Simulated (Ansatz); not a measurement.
# Zr2B3: one candidate of a structure search

Where does this trial cell of Zr2B3 go when cell and atoms are let free?

Computed with Ansatz 0.2.0 (DFT PBE, scalar-relativistic, plane waves, PAW, unless a step's input says otherwise).

**1. The structure to begin with**

It takes space group P6/mmm (No. 191, hexagonal). The conventional cell has a = 3.696 Å, b = 3.696 Å, c = 5.111 Å, α = 90.00°, β = 90.00°, γ = 120.00°. Zr (site symmetry -6m2) has 3 Zr at 2.13 Å in its first shell of neighbours. B (site symmetry 6mm) has 1 B at 1.33 Å in its first shell of neighbours. B (site symmetry 6/mmm) is surrounded by 2 B at 1.33 Å.

As a file:

```xyz
5
Lattice="3.6964 0.0000 0.0000 -1.8482 3.2012 0.0000 0.0000 0.0000 5.1108" Properties=species:S:1:pos:R:3 pbc="T T T"
Zr    0.0000    2.1341    2.5554
Zr    1.8482    1.0671    2.5554
B     0.0000    0.0000    3.7843
B     0.0000    0.0000    1.3265
B     0.0000    0.0000    0.0000
```

A structure generator made this guess: random cell by space group and Wyckoff sites (P6/mmm, No. 191). The dimensions are guesses.

**2. The guess as it stands, on a coarse mesh**

input.yaml reads:

```yaml
crystal:
  lattice:
    - [3.69642381, 0.0, 0.0]
    - [-1.84821191, 3.20119692, 0.0]
    - [0.0, 0.0, 5.11076869]
  atoms:
    - { symbol: Zr, position: [0.33333333, 0.66666667, 0.5] }
    - { symbol: Zr, position: [0.66666667, 0.33333333, 0.5] }
    - { symbol: B, position: [0.0, 0.0, 0.74045001] }
    - { symbol: B, position: [0.0, 0.0, 0.25954999] }
    - { symbol: B, position: [0.0, 0.0, 0.0] }
basis:
  ecutwfc: 420
kpoints:
  mp_grid: { grid: [6, 6, 4] }
hamiltonian:
  xc: pbe
scf:
  occupations: { method: gaussian, width: 0.1 }
  lower_state_search: "off"
output:
  forces: true
  stress: true
  eigenvalues: true
```

The run is started by

```console
$ ansatz run input.yaml --threads 1 --pin off --max-ram 2560MiB --backend cpu --events-out ev --progress --plain --runs-dir out
```

The program printed (excerpt; [...] marks lines left out):

```text
Warning: RAYON_NUM_THREADS=1 ignored (pool sized by the plan → 1); use --threads N
[...]
Pseudopotentials: kind: paw
Pseudopotential: Zr, paw, valence charge 12, recommended cutoff 420 eV (normal), Zr.paw.azcp
Pseudopotential: B, paw, valence charge 3, recommended cutoff 420 eV (normal), B.paw.azcp
Functional definition: PBE
[...]
Crystal: 5 atoms, lattice volume = 60.476 Å³
Basis set: ecut = 420 eV, 1205 PW (Γ), exchange–correlation on 50×50×72 points (8 copies of the dense FFT grid, shifted against one another)
Bands: 22, of which v1, the nominal top of the filled ones, is band 17 counted from 1 (16 counted from 0)
Symmetry: 24 space group operations
Space group: P6/mmm (ITA 191), of the structure as read, at distance tolerance 3.9e-5 Å
[...]
SCF converged after 8 iterations
Free energy (F): -8822.393155 eV
[...]
E sigma→0 (E₀):  -8822.382135 eV
Entropy (-TS):   -0.022039 eV (-4.408 meV/atom)
Fermi energy:    13.498572 eV
[...]
--- Forces (eV/Å), atoms counted from 1 ---
  atom   1  Zr     0.00000000    -0.00000000     0.00000000
  atom   2  Zr    -0.00000000     0.00000000     0.00000000
  atom   3  B      0.00000000     0.00000000   -11.31135948
  atom   4  B     -0.00000000    -0.00000000    11.31135948
  atom   5  B     -0.00000000    -0.00000000     0.00000000
[...]
--- Stress (GPa, compression-positive) ---
       88.583406       0.000000       0.000000
        0.000000      88.583406       0.000000
        0.000000       0.000000      80.888423
  P = ⅓ Tr σ = 86.0184 GPa (860.184 kbar)
--- Band table (eV; the first three rows and the last of 21) ---
[... band rows left out ...]
[...]
```

Wall time 4.2 s (1 thread of Intel Xeon at 2.70GHz, shared host); peak memory 0.35 GiB.

The probe gives pressure 86.0 GPa, largest force 11.31 eV/Å, gap on this mesh none (metal). A guess like this is first relaxed loosely on the coarse mesh.

**3. A loose first relaxation**

input.yaml: that of step 2 with these lines changed.

```diff
@@ -24 +24,6 @@
   eigenvalues: true
+relax:
+  adjacent_minimum: "off"
+  f_tol: 0.04
+  max_steps: 70
+  cell: { stress_tol: 0.4 }
```

The run is started by

```console
$ ansatz run input.yaml --threads 1 --pin off --max-ram 2560MiB --backend cpu --events-out ev --progress --plain --runs-dir out
```

The program printed:

```text
Warning: RAYON_NUM_THREADS=1 ignored (pool sized by the plan → 1); use --threads N
Engine: ansatz 0.2.0, x86_64-unknown-linux-gnu
Pseudopotentials: kind: paw
Pseudopotential: Zr, paw, valence charge 12, recommended cutoff 420 eV (normal), Zr.paw.azcp
Pseudopotential: B, paw, valence charge 3, recommended cutoff 420 eV (normal), B.paw.azcp
Functional definition: PBE
  parameter kappa = 0.804
  parameter beta = 0.06672455060314922
  exchange = pbe_x(kappa = kappa, mu = beta*pi^2/3)
  correlation = pbe_c(beta = beta)
Crystal: 5 atoms, lattice volume = 60.476 Å³
Basis set: ecut = 420 eV, 1205 PW (Γ), exchange–correlation on 50×50×72 points (8 copies of the dense FFT grid, shifted against one another)
Bands: 22, of which v1, the nominal top of the filled ones, is band 17 counted from 1 (16 counted from 0)
Symmetry: 24 space group operations
Space group: P6/mmm (ITA 191), of the structure as read, at distance tolerance 3.9e-5 Å
k-points: 21 of 144
Non-local potential: Zr, projectors of the file, l = 0: 3, l = 1: 2, l = 2: 2, l = 3: 2
Non-local potential: B, projectors of the file, l = 0: 2, l = 1: 2, l = 2: 1
PAW form: soft (Blöchl's): semilocal exchange-correlation on the pseudo side does not see the compensation charge
PAW one-centre angular grid: Zr, 590 points (default); XC on 64 Gauss nodes
PAW one-centre angular grid: B, 110 points (default); XC on 64 Gauss nodes
Initial density: superposition of atomic densities (neutral atoms: chi_scale 0, normalization atom), corrected by the library's trained network
Initial wavefunctions: pseudopotential atomic-orbital guess
Functional: x = pbe(κ = 0.804, μ = 0.2195149727645171), c = pbe(β = 0.06672455060314922)
SCF iter   1: F=—  HF=-8822.480861 eV  |F-HF|=—  |Δ(HF+E_count)|=         —  Δρ=2.03e-2  dr2=4.16e-1  ethr=1.77e-3  ⟨swp⟩=5.8  Hψ=2093  notcnv=0
preconditioner: auto → Resta (q_TF=auto, 2.466 Å⁻¹)  ε∞=9.3  [insulator: Δε(μ)=0.137 eV  Ē_g=6.818 eV  σ=0.100 eV  W_gap=0.59  n_scr=22 (ndim 8)  ℏωp=19.7 eV  f_vac=0.000  D(μ)=3.49/eV (n_scr^D=34)  ε∞_Penn≈9.3]
SCF iter   2: F=—  HF=-8822.409638 eV  |F-HF|=—  |Δ(HF+E_count)|=   7.12e-2  Δρ=1.07e-2  dr2=1.04e-1  ethr=1.26e-3  ⟨swp⟩=2.0  Hψ=691  notcnv=0  defer=8
preconditioner: auto → Kerker (q_TF=auto, 2.466 Å⁻¹)  [metal: Δε(μ)=0.048 eV  Ē_g=6.816 eV  σ=0.100 eV  W_gap=0.26  n_scr=22 (ndim 8)  ℏωp=19.7 eV  f_vac=0.002  D(μ)=4.08/eV (n_scr^D=40)]
SCF iter   3: F=—  HF=-8822.392951 eV  |F-HF|=—  |Δ(HF+E_count)|=   1.67e-2  Δρ=1.91e-3  dr2=3.01e-3  ethr=3.15e-4  ⟨swp⟩=2.8  Hψ=838  notcnv=0  defer=12
SCF iter   4: F=—  HF=-8822.393391 eV  |F-HF|=—  |Δ(HF+E_count)|=   4.40e-4  Δρ=7.94e-4  dr2=6.24e-4  ethr=9.11e-6  ⟨swp⟩=2.0  Hψ=631  notcnv=0  defer=12
SCF iter   5: F=—  HF=-8822.393307 eV  |F-HF|=—  |Δ(HF+E_count)|=   8.37e-5  Δρ=1.37e-4  dr2=1.70e-5  ethr=1.89e-6  ⟨swp⟩=2.3  Hψ=652  notcnv=0  defer=12
SCF iter   6: F=—  HF=-8822.393154 eV  |F-HF|=—  |Δ(HF+E_count)|=   1.53e-4  Δρ=2.81e-5  dr2=6.83e-7  ethr=5.16e-8  ⟨swp⟩=2.1  Hψ=682  notcnv=0  defer=12
SCF iter   7: F=—  HF=-8822.393155 eV  |F-HF|=—  |Δ(HF+E_count)|=   6.02e-7  Δρ=1.19e-5  dr2=1.28e-7  ethr=3.03e-10  ⟨swp⟩=8.9  Hψ=2247  notcnv=0
SCF iter   8: F=-8822.393155 eV  HF=-8822.393155 eV  |F-HF|=1.72e-9  |Δ(HF+E_count)|=   7.95e-8  Δρ=3.20e-6  dr2=1.34e-8  ethr=3.03e-10  ⟨swp⟩=4.4  Hψ=1465  notcnv=0
SCF 1 converged in 8 iterations: F = -8822.393155 eV  dr2 = 1.34e-8
relax step   1: F+E_penalty+E_count = -8822.39315471 eV  Δ(F+E_penalty+E_count) = +0.000e0 eV  max|allowed force component| = 1.131e1 eV/Å  Δτ_max = 0.0000 Å  P = +86.018 GPa  Ω = 60.476 Å³  (8 SCF iters, dr2 threshold 1.00e-7 eV, accepted)
Crystal: 5 atoms, lattice volume = 67.541 Å³
Basis set: ecut = 420 eV, 1349 PW (Γ), exchange–correlation on 50×50×72 points (8 copies of the dense FFT grid, shifted against one another)
Initial density: handed on by an earlier stage of this run
Initial wavefunctions: those handed on with the density
iter 1 solved again at ethr=3.02e-3 eV; its pass at ethr=3.10e-3 eV (dr2=9.97e-1 eV) is discarded
SCF iter   1: F=—  HF=-8827.157150 eV  |F-HF|=—  |Δ(HF+E_count)|=         —  Δρ=3.20e-2  dr2=1.00e0  ethr=3.02e-3  ⟨swp⟩=1.0  Hψ=2770  notcnv=0
preconditioner: auto → LDOS  [metal: Δε(μ)=0.097 eV  Ē_g=6.290 eV  σ=0.100 eV  W_gap=0.46  n_scr=20 (ndim 8)  ℏωp=18.6 eV  f_vac=0.052  D(μ)=1.82/eV (n_scr^D=8)  β→1.0]
SCF iter   2: F=—  HF=-8826.898774 eV  |F-HF|=—  |Δ(HF+E_count)|=   2.58e-1  Δρ=1.26e-2  dr2=1.72e-1  ethr=3.02e-3  ⟨swp⟩=2.7  Hψ=771  notcnv=0
SCF iter   3: F=—  HF=-8826.875527 eV  |F-HF|=—  |Δ(HF+E_count)|=   2.32e-2  Δρ=2.12e-3  dr2=5.30e-3  ethr=5.21e-4  ⟨swp⟩=2.3  Hψ=845  notcnv=0  defer=5
SCF iter   4: F=—  HF=-8826.875752 eV  |F-HF|=—  |Δ(HF+E_count)|=   2.25e-4  Δρ=4.22e-4  dr2=2.21e-4  ethr=1.61e-5  ⟨swp⟩=2.0  Hψ=628  notcnv=0  defer=5
SCF iter   5: F=—  HF=-8826.875616 eV  |F-HF|=—  |Δ(HF+E_count)|=   1.37e-4  Δρ=8.35e-5  dr2=3.28e-6  ethr=6.71e-7  ⟨swp⟩=2.1  Hψ=597  notcnv=0  defer=5
SCF iter   6: F=-8826.875619 eV  HF=-8826.875619 eV  |F-HF|=3.16e-7  |Δ(HF+E_count)|=   3.27e-6  Δρ=1.74e-5  dr2=1.43e-7  ethr=1.52e-9  ⟨swp⟩=8.3  Hψ=2395  notcnv=0
SCF 2 converged in 6 iterations: F = -8826.875619 eV  dr2 = 1.43e-7
relax step   2: F+E_penalty+E_count = -8826.87561940 eV  Δ(F+E_penalty+E_count) = -4.482e0 eV  max|allowed force component| = 5.939e0 eV/Å  Δτ_max = 0.0902 Å  P = +43.602 GPa  Ω = 67.541 Å³  energy of the carried Pulay correction = -8.463e-3 eV  (6 SCF iters, dr2 threshold 5.00e-7 eV, accepted)
Crystal: 5 atoms, lattice volume = 73.004 Å³
Basis set: ecut = 420 eV, 1409 PW (Γ), exchange–correlation on 50×50×72 points (8 copies of the dense FFT grid, shifted against one another)
iter 1 solved again at ethr=1.55e-3 eV; its pass at ethr=3.10e-3 eV (dr2=5.11e-1 eV) is discarded
SCF iter   1: F=—  HF=-8829.574634 eV  |F-HF|=—  |Δ(HF+E_count)|=         —  Δρ=2.25e-2  dr2=5.10e-1  ethr=1.55e-3  ⟨swp⟩=1.0  Hψ=2783  notcnv=0
preconditioner: auto → LDOS  [metal: Δε(μ)=0.055 eV  Ē_g=6.082 eV  σ=0.100 eV  W_gap=0.29  n_scr=20 (ndim 8)  ℏωp=17.9 eV  f_vac=0.031  D(μ)=2.34/eV (n_scr^D=20)  β→1.0]
SCF iter   2: F=—  HF=-8829.476543 eV  |F-HF|=—  |Δ(HF+E_count)|=   9.81e-2  Δρ=9.42e-3  dr2=1.80e-1  ethr=1.55e-3  ⟨swp⟩=2.7  Hψ=773  notcnv=0
preconditioner: auto → Kerker (q_TF=auto, 2.390 Å⁻¹)  [metal: Δε(μ)=0.005 eV  Ē_g=6.215 eV  σ=0.100 eV  W_gap=0.03  n_scr=20 (ndim 8)  ℏωp=17.9 eV  f_vac=0.000  D(μ)=3.93/eV (n_scr^D=40)  β→0.5]
SCF iter   3: F=—  HF=-8829.445288 eV  |F-HF|=—  |Δ(HF+E_count)|=   3.13e-2  Δρ=2.91e-3  dr2=9.29e-3  ethr=5.46e-4  ⟨swp⟩=2.0  Hψ=777  notcnv=0  defer=7
SCF iter   4: F=—  HF=-8829.443660 eV  |F-HF|=—  |Δ(HF+E_count)|=   1.63e-3  Δρ=6.00e-4  dr2=7.58e-4  ethr=2.81e-5  ⟨swp⟩=2.0  Hψ=591  notcnv=0  defer=7
SCF iter   5: F=—  HF=-8829.443690 eV  |F-HF|=—  |Δ(HF+E_count)|=   3.03e-5  Δρ=2.71e-4  dr2=8.85e-5  ethr=2.30e-6  ⟨swp⟩=2.1  Hψ=550  notcnv=0  defer=7
SCF iter   6: F=—  HF=-8829.443639 eV  |F-HF|=—  |Δ(HF+E_count)|=   5.09e-5  Δρ=6.16e-5  dr2=3.03e-6  ethr=2.68e-7  ⟨swp⟩=2.0  Hψ=622  notcnv=0  defer=8
SCF iter   7: F=-8829.443646 eV  HF=-8829.443645 eV  |F-HF|=2.49e-7  |Δ(HF+E_count)|=   5.89e-6  Δρ=1.29e-5  dr2=1.12e-7  ethr=1.52e-9  ⟨swp⟩=8.0  Hψ=2177  notcnv=0
SCF 3 converged in 7 iterations: F = -8829.443646 eV  dr2 = 1.12e-7
relax step   3: F+E_penalty+E_count = -8829.44364557 eV  Δ(F+E_penalty+E_count) = -2.568e0 eV  max|allowed force component| = 3.372e0 eV/Å  Δτ_max = 0.1106 Å  P = +21.052 GPa  Ω = 73.004 Å³  energy of the carried Pulay correction = -1.440e-2 eV  (7 SCF iters, dr2 threshold 5.00e-7 eV, accepted)
[... 12 lines left out ...]
relax step   4: F+E_penalty+E_count = -8831.21601022 eV  Δ(F+E_penalty+E_count) = -1.772e0 eV  max|allowed force component| = 1.266e0 eV/Å  Δτ_max = 0.1253 Å  P = +8.639 GPa  Ω = 76.551 Å³  energy of the carried Pulay correction = -1.800e-2 eV  (7 SCF iters, dr2 threshold 5.00e-7 eV, accepted)
[... 12 lines left out ...]
relax step   5: F+E_penalty+E_count = -8831.68329075 eV  Δ(F+E_penalty+E_count) = -4.673e-1 eV  max|allowed force component| = 3.715e0 eV/Å  Δτ_max = 0.0939 Å  P = +5.351 GPa  Ω = 78.351 Å³  energy of the carried Pulay correction = -1.976e-2 eV  (7 SCF iters, dr2 threshold 5.00e-7 eV, accepted)
[... 13 lines left out ...]
relax step   6: F+E_penalty+E_count = -8831.88669578 eV  Δ(F+E_penalty+E_count) = -2.034e-1 eV  max|allowed force component| = 4.785e-1 eV/Å  Δτ_max = 0.0559 Å  P = -1.578 GPa  Ω = 83.214 Å³  energy of the carried Pulay correction = -2.430e-2 eV  (7 SCF iters, dr2 threshold 5.00e-7 eV, accepted)
[... 12 lines left out ...]
relax step   7: F+E_penalty+E_count = -8831.90096856 eV  Δ(F+E_penalty+E_count) = -1.427e-2 eV  max|allowed force component| = 5.110e-3 eV/Å  Δτ_max = 0.0066 Å  P = +0.203 GPa  Ω = 81.675 Å³  energy of the carried Pulay correction = -2.289e-2 eV  (6 SCF iters, dr2 threshold 5.00e-7 eV, accepted)
[... 11 lines left out ...]
relax step   8: F+E_penalty+E_count = -8832.00381014 eV  Δ(F+E_penalty+E_count) = -1.028e-1 eV  max|allowed force component| = 6.004e-3 eV/Å  Δτ_max = 0.0000 Å  P = +1.183 GPa  Ω = 81.675 Å³  stress off target by 1.75e0 GPa  SCF on the basis re-selected at this cell (its energy is not comparable with the rows above)  (6 SCF iters)
[... 11 lines left out ...]
relax step   9: F+E_penalty+E_count = -8832.00908372 eV  Δ(F+E_penalty+E_count) = -5.274e-3 eV  max|allowed force component| = 3.836e-3 eV/Å  Δτ_max = 0.0004 Å  P = +0.129 GPa  Ω = 82.649 Å³  energy of the carried Pulay correction = -5.953e-4 eV  (5 SCF iters, dr2 threshold 5.00e-7 eV, accepted)
Basis set: ecut = 420 eV, 1617 PW (Γ), exchange–correlation on 64×64×64 points (8 copies of the dense FFT grid, shifted against one another)
iter 1 solved again at ethr=1.65e-8 eV; its pass at ethr=3.10e-3 eV (dr2=5.43e-6 eV) is discarded
SCF iter   1: F=—  HF=-8832.009693 eV  |F-HF|=—  |Δ(HF+E_count)|=         —  Δρ=2.95e-5  dr2=3.15e-7  ethr=1.65e-8  ⟨swp⟩=3.5  Hψ=3524  notcnv=0
preconditioner: auto → Kerker (q_TF=auto, 2.341 Å⁻¹)  [metal: Δε(μ)=0.054 eV  Ē_g=5.680 eV  σ=0.100 eV  W_gap=0.30  n_scr=20 (ndim 8)  ℏωp=16.8 eV  f_vac=0.000  D(μ)=2.70/eV (n_scr^D=20)]
SCF iter   2: F=—  HF=-8832.009723 eV  |F-HF|=—  |Δ(HF+E_count)|=   3.00e-5  Δρ=1.76e-5  dr2=1.61e-7  ethr=9.54e-10  ⟨swp⟩=2.0  Hψ=528  notcnv=0
SCF iter   3: F=—  HF=-8832.009724 eV  |F-HF|=—  |Δ(HF+E_count)|=   3.92e-7  Δρ=3.87e-6  dr2=2.08e-8  ethr=4.89e-10  ⟨swp⟩=2.0  Hψ=632  notcnv=0
SCF iter   4: F=-8832.009724 eV  HF=-8832.009724 eV  |F-HF|=3.53e-10  |Δ(HF+E_count)|=   1.51e-8  Δρ=7.88e-7  dr2=8.97e-10  ethr=9.70e-12  ⟨swp⟩=3.8  Hψ=1965  notcnv=0
SCF 10 converged in 4 iterations: F = -8832.009724 eV  dr2 = 8.97e-10
relax step  10: F+E_penalty+E_count = -8832.00972365 eV  Δ(F+E_penalty+E_count) = -6.399e-4 eV  max|allowed force component| = 3.622e-3 eV/Å  Δτ_max = 0.0000 Å  P = +0.127 GPa  Ω = 82.649 Å³  stress off target by 1.83e-1 GPa  SCF on the basis re-selected at this cell (its energy is not comparable with the rows above)  (4 SCF iters)
basis re-selected at this cell: Δ(F+E_penalty+E_count) = -6.399e-4 eV, ΔP = -0.002 GPa vs the last step (what re-selecting the basis moved, of the pressure what is left beyond the Pulay correction that the steps carried, after the strain that the cell walked since its last selection, with what the two solves' SCF thresholds leave and, on support functions, any second-order correction that the steps lacked; it is no measure of the basis error at this ecutwfc). The dense FFT grid was sized anew with the basis: this SCF ran on 32×32×32 points, the steps before it on 30×30×32, so part of this shift can come from that change (see relax.cell in the input reference). This SCF's stress stands 1.83e-1 GPa from its target on what of the cell is left free (relax.cell.stress_tol is 4.00e-1 GPa) and its largest allowed force component is 3.62e-3 eV/Å (relax.f_tol is 4.00e-2 eV/Å): within both
SCF converged after 4 iterations
Free energy (F): -8832.009724 eV
Harris-Foulkes:  -8832.009724 eV  (|F-HF|=3.53e-10)
Internal energy: -8831.996204 eV  (E = F + TS)
E sigma→0 (E₀):  -8832.002964 eV
Entropy (-TS):   -0.013519 eV (-2.704 meV/atom)
Fermi energy:    9.696451 eV
--- Per-component energies (eV) ---
  E_band       = -267.480066
  E_kinetic    = 811.392260
  E_local      = -2025.466806  (includes V_loc(G=0)·N_el)
  E_nonlocal   = 201.928547
  E_hartree    = 704.517438
  E_xc         = -417.480092
  E_vxc        = -493.421426  (∫ρ·V_xc dr)
  E_paw        = -6145.747942  (= ΣΔE_a)
  E_vpaw       = -170.947935  (= ΣTr[D̂ρ^β])
  E_aug_tail   = 0.000044  (compensation charges beyond the density's cutoff)
  E_ewald      = -1961.139655
  E_smearing   = -0.013519  (= −TS)
  E_closure    = 0.000000  (closes the sum)
  Σ components = -8832.009724   (vs F -8832.009724, Δ=0.00e0)
--- Forces (eV/Å), atoms counted from 1 ---
  atom   1  Zr    -0.00000000     0.00000000    -0.00000000
  atom   2  Zr     0.00000000    -0.00000000     0.00000000
  atom   3  B      0.00000000     0.00000000    -0.00362210
  atom   4  B     -0.00000000     0.00000000     0.00362210
  atom   5  B      0.00000000    -0.00000000     0.00000000
  max |Σ_I F_I| component: 1.85e-17 eV/Å
--- Stress (GPa, compression-positive) ---
        0.182588       0.000000       0.000000
        0.000000       0.182588       0.000000
        0.000000       0.000000       0.015346
  P = ⅓ Tr σ = 0.1268 GPa (1.268 kbar)
--- Band table (eV; the first three rows and the last of 21) ---
  k-point 0: bands = ["-39.4354", "-38.7691", "-18.2215", "-18.2215", "-17.4349", "-16.8683", "-16.4625", "-16.4625", "-0.9211", "3.0738", "3.7349", "5.6613", "5.6613", "9.4097", "9.4097", "9.5395", "10.6742", "10.6742", "11.0985", "11.0985", "11.4445", "11.9116"]
  k-point 1: bands = ["-39.4353", "-38.7690", "-18.2212", "-18.2212", "-17.4398", "-16.8705", "-16.4622", "-16.4622", "-0.6671", "1.8534", "4.9468", "5.9010", "5.9010", "9.2235", "9.2235", "9.2440", "9.2440", "10.0355", "11.1395", "11.1395", "11.4909", "12.9685"]
  k-point 2: bands = ["-39.4352", "-38.7690", "-18.2209", "-18.2209", "-17.4446", "-16.8727", "-16.4620", "-16.4620", "-0.2540", "1.0094", "5.6551", "6.2526", "6.2526", "8.3056", "8.3056", "9.0598", "9.0598", "10.8165", "11.1694", "11.1694", "12.0892", "12.1564"]
  k-point 20: bands = ["-39.1112", "-39.1112", "-18.4998", "-17.3461", "-17.3461", "-17.1623", "-17.1623", "-16.1244", "0.2537", "1.0651", "5.8440", "6.9620", "6.9620", "6.9644", "6.9644", "9.0484", "9.2733", "9.4171", "9.4171", "11.8633", "11.8633", "12.6150"]
--- Relaxed structure (8 steps of the walk, 8 accepted, 2 SCFs on fresh bases) ---
  F+E_penalty+E_count = -8832.00972365 eV   max|allowed force component| = 3.622e-3 eV/Å   (the final SCF, on the basis selected at the relaxed cell)
  cell:  # Å, volume = 82.6493 Å³
    - [4.502311176286439, 3.516115433312464e-9, -2.4182481069005764e-34]
    - [-2.251155591188265, 3.899115852648596, -9.01501676273374e-35]
    - [-3.343530758372989e-34, -3.3696520924227776e-34, 4.7080093124614155]
  atoms:
    - { symbol: Zr, position: [0.33333333333333326, 0.6666666666666666, 0.5000000000000001] }
    - { symbol: Zr, position: [0.6666666666666665, 0.33333333333333326, 0.5000000000000001] }
    - { symbol: B, position: [-1.0423974299258081e-34, 4.16126086968058e-35, 0.6678723526906116] }
    - { symbol: B, position: [-4.668016964639701e-35, -1.0378084309984121e-34, 0.3321276473093884] }
    - { symbol: B, position: [4.329407336273985e-35, 2.4065123008364048e-35, 5.147557589468029e-85] }
```

It took 32 s on 1 thread of Intel Xeon at 2.70GHz, shared host; peak memory 0.39 GiB.

The steps of the relaxation:

| step | E - E(step 1) (eV/cell) | largest force component (eV/Å) | pressure (GPa) | volume (Å³) |
| --- | --- | --- | --- | --- |
| 1 | 0.0000 | 11.3114 | 86.02 | 60.48 |
| 2 | -4.4825 | 5.9391 | 43.60 | 67.54 |
| 3 | -7.0505 | 3.3723 | 21.05 | 73.00 |
| 4 | -8.8229 | 1.2663 | 8.64 | 76.55 |
| 5 | -9.2901 | 3.7149 | 5.35 | 78.35 |
| 6 | -9.4935 | 0.4785 | -1.58 | 83.21 |
| 7 | -9.5078 | 0.0051 | 0.20 | 81.67 |
| 8 | -9.6107 | 0.0060 | 1.18 | 81.67 |
| 9 | -9.6159 | 0.0038 | 0.13 | 82.65 |
| 10 | -9.6166 | 0.0036 | 0.13 | 82.65 |

Step 1 is the start. Steps 8, 10 each repeat the geometry before them on a plane-wave basis chosen anew, so the energy can jump there without any move.

|  | before | after | change |
| --- | --- | --- | --- |
| a (Å) | 3.696 | 4.502 | +21.8 % |
| b (Å) | 3.696 | 4.502 | +21.8 % |
| c (Å) | 5.111 | 4.708 | -7.9 % |
| volume (Å³/atom) | 12.10 | 16.53 | +36.7 % |
| shortest distance (Å) | 1.326 | 1.564 | +17.9 % |
| space group (0.01 Å) | P6/mmm | P6/mmm | same |

The run keeps the 24 symmetry operations of the start, so it could not have lowered the symmetry.

**4. Spin check on a coarse mesh**

input.yaml reads:

```yaml
crystal:
  lattice:
    - [4.5023111763, 0.0, 0.0]
    - [-2.2511555881, 3.8991158544, 0.0]
    - [0.0, 0.0, 4.7080093125]
  atoms:
    - { symbol: Zr, position: [0.3333333333, 0.6666666667, 0.5], spin: 1.0 }
    - { symbol: Zr, position: [0.6666666667, 0.3333333333, 0.5], spin: 1.0 }
    - { symbol: B, position: [0.0, 0.0, 0.6678723527] }
    - { symbol: B, position: [0.0, 0.0, 0.3321276473] }
    - { symbol: B, position: [0.0, 0.0, 0.0] }
basis:
  ecutwfc: 420
kpoints:
  mp_grid: { grid: [6, 6, 4] }
hamiltonian:
  xc: pbe
scf:
  occupations: { method: gaussian, width: 0.1 }
  lower_state_search: "off"
output:
  forces: true
  stress: true
  eigenvalues: true
  populations: true
magnetization:
  spin_polarized: true
```

The run is started by

```console
$ ansatz run input.yaml --threads 1 --pin off --max-ram 2560MiB --backend cpu --events-out ev --progress --plain --runs-dir out
```

The program printed (excerpt; [...] marks lines left out):

```text
[...]
SCF converged after 15 iterations
Magnetization: 0.0000 μB (16.5000 up, 16.5000 down)
Absolute magnetization: 0.0000 μB (∫|ρ↑−ρ↓|, with the PAW one-centre terms)
Spin contamination: 0.0000 ħ² per cell (⟨S²⟩ above its minimum at these occupations)
[...]
        0.000000       0.182539       0.000000
        0.000000       0.000000       0.015279
  P = ⅓ Tr σ = 0.1268 GPa (1.268 kbar)
--- Band table (eV; the first three rows and the last of 42) ---
[... band rows left out ...]
[...]
--- Löwdin populations: 5 sites ---
  site symbol       q [e]    m [muB]
     0     Zr     11.4007     0.0000
     1     Zr     11.4007     0.0000
     2      B      3.4669    -0.0000
     3      B      3.4669    -0.0000
     4      B      3.1768     0.0000
  spilling = 0.002662 (of n_electrons = 33.000000)
```

Wall time 12 s (1 thread of Intel Xeon at 2.70GHz, shared host); peak memory 0.41 GiB.

Per atom:

| atom | Löwdin electrons |
| --- | --- |
| Zr1 | 11.40 |
| Zr2 | 11.40 |
| B3 | 3.47 |
| B4 | 3.47 |
| B5 | 3.18 |

The same cell is solved with trial moments on Zr. The largest site moment that stays is 0.00 μB and the cell's total 0.00 μB. The workflow keeps spin only above 0.25 μB on a site, so the next run goes without spin.

(Part 1 of 2 ends here.)
